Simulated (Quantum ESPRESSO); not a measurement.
# BeTe (F-43m) in Quantum ESPRESSO: notebook, part 3 of 3

Quantum ESPRESSO 7.5. Earlier steps stand in the parts before.

### 5 Band structure, PBE

pw.in

```
&CONTROL
  calculation = 'scf'
  prefix = 'pwscf'
  outdir = './tmp'
  pseudo_dir = './pseudo'
  tprnfor = .true.
  tstress = .true.
  disk_io = 'low'
/
&SYSTEM
  ibrav = 0
  A = 3.91737157
  nat = 2
  ntyp = 2
  ecutwfc = 70
  nbnd = 16
  occupations = 'smearing'
  smearing = 'fd'
  degauss = 0.00367493
/
&ELECTRONS
  conv_thr = 4d-10
  electron_maxstep = 120
  mixing_beta = 0.5
/
ATOMIC_SPECIES
Te   127.6000 Te_ONCV_PBE-1.2.upf
Be     9.0122 Be_ONCV_PBE-1.2.upf
CELL_PARAMETERS alat
   0.0000000000    0.7071067808    0.7071067808
   0.7071067808    0.0000000000    0.7071067808
   0.7071067808    0.7071067808    0.0000000000
ATOMIC_POSITIONS alat
Te     1.0606601712    1.0606601712    1.0606601712
Be     0.0000000000    0.0000000000    0.0000000000
K_POINTS automatic
8 8 8 0 0 0
```

bands.in

```
&CONTROL
  calculation = 'bands'
  prefix = 'pwscf'
  outdir = './tmp'
  pseudo_dir = './pseudo'
  disk_io = 'low'
  verbosity = 'high'
/
&SYSTEM
  ibrav = 0
  A = 3.91737157
  nat = 2
  ntyp = 2
  ecutwfc = 70
  nbnd = 16
  occupations = 'smearing'
  smearing = 'fd'
  degauss = 0.00367493
/
&ELECTRONS
  conv_thr = 1d-08
  electron_maxstep = 120
  mixing_beta = 0.5
  diago_full_acc = .true.
  startingwfc = 'random'
/
ATOMIC_SPECIES
Te   127.6000 Te_ONCV_PBE-1.2.upf
Be     9.0122 Be_ONCV_PBE-1.2.upf
CELL_PARAMETERS alat
   0.0000000000    0.7071067808    0.7071067808
   0.7071067808    0.0000000000    0.7071067808
   0.7071067808    0.7071067808    0.0000000000
ATOMIC_POSITIONS alat
Te     1.0606601712    1.0606601712    1.0606601712
Be     0.0000000000    0.0000000000    0.0000000000
K_POINTS crystal
60
 0.0000000000  0.0000000000  0.0000000000 1
 0.0625000000  0.0000000000  0.0625000000 1
 0.1250000000  0.0000000000  0.1250000000 1
 0.1875000000  0.0000000000  0.1875000000 1
 0.2500000000  0.0000000000  0.2500000000 1
 0.3125000000  0.0000000000  0.3125000000 1
 0.3750000000  0.0000000000  0.3750000000 1
 0.4375000000  0.0000000000  0.4375000000 1
 0.5000000000  0.0000000000  0.5000000000 1
 0.5000000000  0.0625000000  0.5625000000 1
 0.5000000000  0.1250000000  0.6250000000 1
 0.5000000000  0.1875000000  0.6875000000 1
 0.5000000000  0.2500000000  0.7500000000 1
 0.4375000000  0.3125000000  0.7500000000 1
 0.3750000000  0.3750000000  0.7500000000 1
 0.3375000000  0.3375000000  0.6750000000 1
 0.3000000000  0.3000000000  0.6000000000 1
 0.2625000000  0.2625000000  0.5250000000 1
 0.2250000000  0.2250000000  0.4500000000 1
 0.1875000000  0.1875000000  0.3750000000 1
 0.1500000000  0.1500000000  0.3000000000 1
 0.1125000000  0.1125000000  0.2250000000 1
 0.0750000000  0.0750000000  0.1500000000 1
 0.0375000000  0.0375000000  0.0750000000 1
 0.0000000000  0.0000000000  0.0000000000 1
 0.0625000000  0.0625000000  0.0625000000 1
 0.1250000000  0.1250000000  0.1250000000 1
 0.1875000000  0.1875000000  0.1875000000 1
 0.2500000000  0.2500000000  0.2500000000 1
 0.3125000000  0.3125000000  0.3125000000 1
 0.3750000000  0.3750000000  0.3750000000 1
 0.4375000000  0.4375000000  0.4375000000 1
 0.5000000000  0.5000000000  0.5000000000 1
 0.5250000000  0.4500000000  0.5250000000 1
 0.5500000000  0.4000000000  0.5500000000 1
 0.5750000000  0.3500000000  0.5750000000 1
 0.6000000000  0.3000000000  0.6000000000 1
 0.6250000000  0.2500000000  0.6250000000 1
 0.5833333333  0.2500000000  0.6666666667 1
 0.5416666667  0.2500000000  0.7083333333 1
 0.5000000000  0.2500000000  0.7500000000 1
 0.5000000000  0.2857142857  0.7142857143 1
 0.5000000000  0.3214285714  0.6785714286 1
 0.5000000000  0.3571428571  0.6428571429 1
 0.5000000000  0.3928571429  0.6071428571 1
 0.5000000000  0.4285714286  0.5714285714 1
 0.5000000000  0.4642857143  0.5357142857 1
 0.5000000000  0.5000000000  0.5000000000 1
 0.4821428571  0.4821428571  0.5357142857 1
 0.4642857143  0.4642857143  0.5714285714 1
 0.4464285714  0.4464285714  0.6071428571 1
 0.4285714286  0.4285714286  0.6428571429 1
 0.4107142857  0.4107142857  0.6785714286 1
 0.3928571429  0.3928571429  0.7142857143 1
 0.3750000000  0.3750000000  0.7500000000 1
 0.6250000000  0.2500000000  0.6250000000 1
 0.5937500000  0.1875000000  0.5937500000 1
 0.5625000000  0.1250000000  0.5625000000 1
 0.5312500000  0.0625000000  0.5312500000 1
 0.5000000000  0.0000000000  0.5000000000 1
```

Run with:

```console
> OMP_NUM_THREADS=1 pw.x -in pw.in > pw.out
> OMP_NUM_THREADS=1 pw.x -in bands.in > bands.out
```

Wall time 32 s (1 thread of AMD EPYC 7B13 (Zen 3), shared host); peak memory 0.09 GiB.

It converged, with:

```yaml
Free_energy: -2740.7471 eV
Pressure: 4.4 GPa
Band_gap_on_the_k_mesh: 1.87 eV, indirect (least direct gap 3.61 eV)
Band_gap_along_the_path: 1.87 eV, indirect (least direct gap 3.61 eV)
```

Levels at the corners of the path, in eV from the valence-band top:
| point | band 8 | band 9 | band 10 | band 11 | band 12 | band 13 |
| --- | --- | --- | --- | --- | --- | --- |
| Γ | 0.00 | 0.00 | 0.00 | 3.61 | 3.61 | 3.61 |
| X | -5.37 | -2.83 | -2.83 | 1.87 | 2.63 | 10.13 |
| W | -4.79 | -3.95 | -3.44 | 5.34 | 5.57 | 5.74 |
| K | -4.99 | -4.15 | -2.39 | 2.65 | 5.36 | 8.16 |
| Γ | 0.00 | 0.00 | 0.00 | 3.61 | 3.61 | 3.61 |
| L | -5.85 | -1.21 | -1.21 | 3.25 | 4.61 | 4.61 |
| U | -4.99 | -4.15 | -2.39 | 2.65 | 5.36 | 8.16 |
| W | -4.79 | -3.95 | -3.44 | 5.34 | 5.57 | 5.74 |
| L | -5.85 | -1.21 | -1.21 | 3.25 | 4.61 | 4.61 |
| K | -4.99 | -4.15 | -2.39 | 2.65 | 5.36 | 8.16 |
| U | -4.99 | -4.15 | -2.39 | 2.65 | 5.36 | 8.16 |
| X | -5.37 | -2.83 | -2.83 | 1.87 | 2.63 | 10.13 |

Caveat: spin-orbit coupling is left out, which moves the levels of the heavy elements. A hybrid or GW would open this gap; PBE tends to underestimate it.

### 6 Band structure, RPBE

Changes to pw.in since step 5:

```diff
@@ -16,2 +16,3 @@
   nbnd = 16
+  input_dft = 'rpbe'
   occupations = 'smearing'
```

pp_density.in

```
&INPUTPP
  prefix = 'pwscf'
  outdir = './tmp'
  filplot = 'density.dat'
  plot_num = 0
/
&PLOT
  nfile = 1
  filepp(1) = 'density.dat'
  iflag = 3
  output_format = 6
  fileout = 'density.cube'
/
```

pp_potential.in

```
&INPUTPP
  prefix = 'pwscf'
  outdir = './tmp'
  filplot = 'potential.dat'
  plot_num = 11
/
&PLOT
  nfile = 1
  filepp(1) = 'potential.dat'
  iflag = 3
  output_format = 6
  fileout = 'potential.cube'
/
```

pp_elf.in

```
&INPUTPP
  prefix = 'pwscf'
  outdir = './tmp'
  filplot = 'elf.dat'
  plot_num = 8
/
&PLOT
  nfile = 1
  filepp(1) = 'elf.dat'
  iflag = 3
  output_format = 6
  fileout = 'elf.cube'
/
```

Changes to bands.in since step 5:

```diff
@@ -15,2 +15,3 @@
   nbnd = 16
+  input_dft = 'rpbe'
   occupations = 'smearing'
```

Potentials or basis: SG15 PBE 1.2.

Run with:

```console
> OMP_NUM_THREADS=1 pw.x -in pw.in > pw.out
> OMP_NUM_THREADS=1 pp.x -in pp_density.in > pp_density.out
> OMP_NUM_THREADS=1 pp.x -in pp_potential.in > pp_potential.out
> OMP_NUM_THREADS=1 pp.x -in pp_elf.in > pp_elf.out
> OMP_NUM_THREADS=1 pw.x -in bands.in > bands.out
```

pw.out:

```text
This program is part of the open-source Quantum ESPRESSO suite
     for quantum simulation of materials; please cite
         "P. Giannozzi et al., J. Phys.:Condens. Matter 21 395502 (2009);
         "P. Giannozzi et al., J. Phys.:Condens. Matter 29 465901 (2017);
         "P. Giannozzi et al., J. Chem. Phys. 152 154105 (2020);
     in publications or presentations arising from this work. More details at

     IMPORTANT: XC functional enforced from input :
     Exchange-correlation= RPBE
                           (   1   4  44   4   0   0   0)
     Any further DFT definition will be discarded
     Please, verify this is what you really want

     Message from routine setup:
     using ibrav=0 with symmetry is DISCOURAGED, use correct ibrav instead

     G-vector sticks info
     --------------------
     sticks:   dense  smooth     PW     G-vecs:    dense   smooth      PW
     Sum        1057    1057    313                22659    22659    3695

     Using Slab Decomposition

     bravais-lattice index     =            0
     lattice parameter (alat)  =       7.4028  a.u.
     unit-cell volume          =     286.8573 (a.u.)^3
     number of atoms/cell      =            2
     number of atomic types    =            2
     number of electrons       =        20.00
     number of Kohn-Sham states=           16
     kinetic-energy cutoff     =      70.0000  Ry
     charge density cutoff     =     280.0000  Ry
     scf convergence threshold =      4.0E-10
     mixing beta               =       0.5000
     number of iterations used =            8  plain     mixing
[... 80 lines left out ...]
        k(   29) = (  -0.7071068   0.3535534   0.0000000), wk =   0.0234375

     Dense  grid:    22659 G-vectors     FFT dimensions: (  40,  40,  40)

     Initial potential from superposition of free atoms

     starting charge      19.9363, renormalised to      20.0000
     Starting wfcs are random

     Self-consistent Calculation

     iteration #  1     ecut=    70.00 Ry     beta= 0.50
     Davidson diagonalization with overlap
     ethr =  1.00E-02,  avg # of iterations =  8.1

     Threshold (ethr) on eigenvalues was too large:
     Diagonalizing with lowered threshold

     Davidson diagonalization with overlap
     ethr =  2.08E-04,  avg # of iterations =  3.7

     total energy              =    -201.53303343 Ry
     estimated scf accuracy    <       0.03931745 Ry
[... 43 lines left out ...]
     iteration #  8     ecut=    70.00 Ry     beta= 0.50
     Davidson diagonalization with overlap
     ethr =  1.29E-11,  avg # of iterations =  2.5

     End of self-consistent calculation

          k = 0.0000 0.0000 0.0000 (  2741 PWs)   bands (ev):

   -91.5987 -27.3670 -27.3670 -27.3670 -27.3515 -27.3515  -3.4783   9.1460
     9.1460   9.1460  12.7775  12.7775  12.7775  13.4428  17.8743  19.7030
[... 138 lines left out ...]
   -91.5987 -27.3641 -27.3635 -27.3590 -27.3525 -27.3496  -1.4372   4.3556
     5.2124   5.7212  14.5551  14.7792  14.9258  15.6312  20.5717  21.4269

     the Fermi energy is    10.0883 ev

!    total energy              =    -201.53697677 Ry
     estimated scf accuracy    <          2.8E-10 Ry
     smearing contrib. (-TS)   =      -0.00000000 Ry
     internal energy E=F+TS    =    -201.53697677 Ry

     The total energy is F=E-TS. E is the sum of the following terms:
     one-electron contribution =     -97.93660825 Ry
     hartree contribution      =      48.17522184 Ry
     xc contribution           =     -22.85022765 Ry
     ewald contribution        =    -128.92536271 Ry

     convergence has been achieved in   8 iterations

     Forces acting on atoms (cartesian axes, Ry/au):

     atom    1 type  1   force =     0.00000000    0.00000000    0.00000000
     atom    2 type  2   force =     0.00000000   -0.00000000    0.00000000

     Total force =     0.000000     Total SCF correction =     0.000000

     Computing stress (Cartesian axis) and pressure

          total   stress  (Ry/bohr**3)                   (kbar)     P=       64.54
   0.00043871   0.00000000   0.00000000           64.54        0.00        0.00
   0.00000000   0.00043871   0.00000000            0.00       64.54        0.00
   0.00000000   0.00000000   0.00043871            0.00        0.00       64.54

=------------------------------------------------------------------------------=
   JOB DONE.
=------------------------------------------------------------------------------=
```

pp_potential.out:

```text
This program is part of the open-source Quantum ESPRESSO suite
     for quantum simulation of materials; please cite
         "P. Giannozzi et al., J. Phys.:Condens. Matter 21 395502 (2009);
         "P. Giannozzi et al., J. Phys.:Condens. Matter 29 465901 (2017);
         "P. Giannozzi et al., J. Chem. Phys. 152 154105 (2020);
     in publications or presentations arising from this work. More details at

     IMPORTANT: XC functional enforced from input :
     Exchange-correlation= RPBE
                           (   1   4  44   4   0   0   0)
     Any further DFT definition will be discarded
     Please, verify this is what you really want

     G-vector sticks info
     --------------------
     sticks:   dense  smooth     PW     G-vecs:    dense   smooth      PW
     Sum        1057    1057    313                22659    22659    3695

     Using Slab Decomposition

     Calling punch_plot, plot_num =  11
     Writing data to file  potential.dat
     Reading data from file  potential.dat

     Writing data to be plotted to file potential.cube
     Plot Type: 3D                     Output format: Gaussian cube

=------------------------------------------------------------------------------=
   JOB DONE.
=------------------------------------------------------------------------------=
```

It took 35 s on 1 thread of AMD EPYC 7B13 (Zen 3), shared host; peak memory 0.1 GiB.

What came out:

```
Free energy             : -2742.0503 eV
Pressure                : 6.5 GPa
Band gap on the k mesh  : 1.94 eV, indirect (least direct gap 3.63 eV)
Band gap along the path : 1.94 eV, indirect (least direct gap 3.63 eV)
```

Levels at the corners of the path, in eV from the valence-band top:
```tsv
point	band 7	band 8	band 9	band 10	band 11	band 12	band 13	band 14
Γ	-12.62	0.00	0.00	0.00	3.63	3.63	3.63	4.30
X	-10.62	-5.36	-2.82	-2.82	1.94	2.68	10.19	10.19
W	-10.58	-4.79	-3.93	-3.42	5.41	5.63	5.78	6.49
K	-10.65	-4.98	-4.13	-2.38	2.71	5.41	8.19	8.62
Γ	-12.62	0.00	0.00	0.00	3.63	3.63	3.63	4.30
L	-11.16	-5.83	-1.21	-1.21	3.30	4.63	4.63	8.06
U	-10.65	-4.98	-4.13	-2.38	2.71	5.41	8.19	8.62
W	-10.58	-4.79	-3.93	-3.42	5.41	5.63	5.78	6.49
L	-11.16	-5.83	-1.21	-1.21	3.30	4.63	4.63	8.06
K	-10.65	-4.98	-4.13	-2.38	2.71	5.41	8.19	8.62
U	-10.65	-4.98	-4.13	-2.38	2.71	5.41	8.19	8.62
X	-10.62	-5.36	-2.82	-2.82	1.94	2.68	10.19	10.19
```

Caveat: the potentials were made for another functional, which shifts forces and pressure; spin-orbit coupling is left out, which moves the levels of the heavy elements.

### 7 Overview

```csv
level,potentials or basis,cutoff (eV),form of the LDA correlation,gap on the mesh (eV),pressure (GPa)
AM05,PseudoDojo 0.4.1 SR PBE standard,1197,-,1.83,2.9
LDA,SG15 PBE 1.2,952,PZ81,1.81,-0.3
PBEsol,SG15 PBE 1.2,952,-,1.77,2.0
PBE,SG15 PBE 1.2,952,-,1.87,4.4
RPBE,SG15 PBE 1.2,952,-,1.94,6.5
```

Alike in all rows: task band structure; no spin polarisation; cell as given; k mesh 8 × 8 × 8; smearing fermi-dirac 0.05 eV.

Caveats: spin-orbit coupling is left out, which moves the levels of the heavy elements; the potentials were made for another functional, which shifts forces and pressure (some runs).

Total energies depend on the potentials used, so only differences within one code and one set of settings carry meaning.
